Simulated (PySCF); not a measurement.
Molecule: `CCC=O`, C3H6O.

Molfile (atoms numbered from 1):
```
C3H6O
     RDKit          3D

 10  9  0  0  0  0  0  0  0  0999 V2000
   -1.0634    0.4704   -0.0996 C   0  0  0  0  0  0  0  0  0  0  0  0
    0.0463   -0.5584   -0.1720 C   0  0  0  0  0  0  0  0  0  0  0  0
    1.3777   -0.0584    0.3123 C   0  0  0  0  0  0  0  0  0  0  0  0
    1.5880    1.0576    0.7053 O   0  0  0  0  0  0  0  0  0  0  0  0
   -2.0120    0.0585   -0.4723 H   0  0  0  0  0  0  0  0  0  0  0  0
   -0.8135    1.3595   -0.6961 H   0  0  0  0  0  0  0  0  0  0  0  0
   -1.2168    0.8098    0.9350 H   0  0  0  0  0  0  0  0  0  0  0  0
   -0.1882   -1.4683    0.4116 H   0  0  0  0  0  0  0  0  0  0  0  0
    0.2031   -0.9286   -1.2029 H   0  0  0  0  0  0  0  0  0  0  0  0
    2.2034   -0.8189    0.2831 H   0  0  0  0  0  0  0  0  0  0  0  0
  1  2  1  0
  2  3  1  0
  3  4  2  0
  1  5  1  0
  1  6  1  0
  1  7  1  0
  2  8  1  0
  2  9  1  0
  3 10  1  0
M  END
```

Geometry PBE0-D3(BJ)/def2-SVP throughout; GIAO in PySCF 2.14.0 with density-fitted response routines, gas phase, one conformer, non-relativistic; equivalent atoms averaged; functional PBE0.

Problem. How do the shifts δ (against TMS, H2O at the same level) depend on the basis set? (ppm; last column core-seconds on shared hosts with different chips, so compare them loosely)

Solution. 
```csv
basis set,functions,C3,C2,C1,O4,H10,H8/H9,H5/H6/H7,core-s
STO-3G,26,133.8,33.7,17.3,612.6,9.55,2.14,1.09,1.5
6-31G,48,193.8,39.5,7.9,664.4,10.68,2.58,1.18,2.8
pcSseg-0,48,215.8,42.5,8.4,775.8,10.41,2.54,1.29,4
6-31G*,68,187.7,37.4,7.6,611.9,9.87,2.27,1.00,3.5
def2-SVP,86,193.3,37.8,6.6,652.0,9.52,2.14,0.85,4.1
cc-pVDZ,86,193.8,40.7,8.2,650.8,9.82,2.20,0.92,7
pcSseg-1,98,204.1,41.9,7.0,694.9,9.88,2.29,1.02,11
"6-311+G(2d,p)",144,203.3,42.0,6.2,654.6,10.26,2.48,0.96,8
aug-cc-pVDZ,146,198.0,41.5,6.9,624.3,10.33,2.56,1.06,13
def2-TZVP,160,204.5,42.6,6.9,666.9,10.20,2.46,0.94,9.7
IGLO-III,200,209.3,43.5,6.8,673.4,10.23,2.50,0.99,20
cc-pVTZ,204,202.7,41.7,6.8,667.6,10.12,2.42,0.96,21
pcSseg-2,228,210.7,43.7,7.1,676.7,10.17,2.46,0.98,12
```

Problem. Which nucleus moves most, in ppm?

Solution. O4 (aldehyde oxygen): from 611.9 ppm with 6-31G* to 775.8 ppm with pcSseg-0. The smallest spread is 0.43 ppm, at H5/H6/H7. Proton shifts span only some 12 ppm, so a few tenths of a ppm matter as much there as several ppm in carbon.

Problem. Taking the largest basis, pcSseg-2 (228 functions), as the yardstick, rank the others by their worst heavy-atom deviation.

Solution. IGLO-III 3.3 ppm (200 functions), cc-pVTZ 9.1 ppm (204 functions), def2-TZVP 9.8 ppm (160 functions), 6-31G 16.9 ppm (48 functions), pcSseg-1 18.2 ppm (98 functions), 6-311+G(2d,p) 22.1 ppm (144 functions), def2-SVP 24.8 ppm (86 functions), cc-pVDZ 25.9 ppm (86 functions), aug-cc-pVDZ 52.4 ppm (146 functions), 6-31G* 64.8 ppm (68 functions), STO-3G 76.9 ppm (26 functions), pcSseg-0 99.1 ppm (48 functions).

A small basis that lands close on one nucleus may do so by chance; judge by the trend and by all nuclei.
